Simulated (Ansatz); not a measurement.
System: zinc-blende ZnTe. Method: B3LYP (VWN-RPA form) in Ansatz (plane waves, PAW).

Numerical settings: plane-wave cutoff 460 eV, 8×8×8 k mesh, Fermi–Dirac smearing 0.01 eV, scalar-relativistic PAW data made under PBE.

Cell (relaxed at this level):

```
CELL_PARAMETERS angstrom
      0.00000     3.12209     3.12209
      3.12209     0.00000     3.12209
      3.12209     3.12209     0.00000
ATOMIC_POSITIONS crystal
  Zn 0.00000 0.00000 0.00000
  Te 0.25000 0.25000 0.25000
```

Q: What does this level give for the bulk modulus B0, band gap and pressure derivative B′ of the bulk modulus?

A: 
* **bulk modulus B0**: 41.8 GPa
* **band gap**: 2.05 eV (on the SCF k mesh)
* **pressure derivative B′ of the bulk modulus**: 4.6

Measured, for comparison: band gap 2.43 eV (zero-point renormalisation of 40 meV (experimental, the table's column) added back here, direct; inputs from Miglio et al. (2020), arXiv:2011.12765); bulk modulus 51 ± 3 GPa (room temperature, not corrected to a static lattice; as tabulated in Determination of phase transition pressures of ZnTe under quasihydrostatic …). Computed (rounded) less measured: bulk modulus -18 %.

Spin–orbit coupling is not included; with these elements it can move the gap by several tenths of an eV or more.

The computed numbers hold no vibrational or temperature effects.

It cost about 14 core-minutes (a rough figure) of CPU time.

Ansatz is a first-principles code.
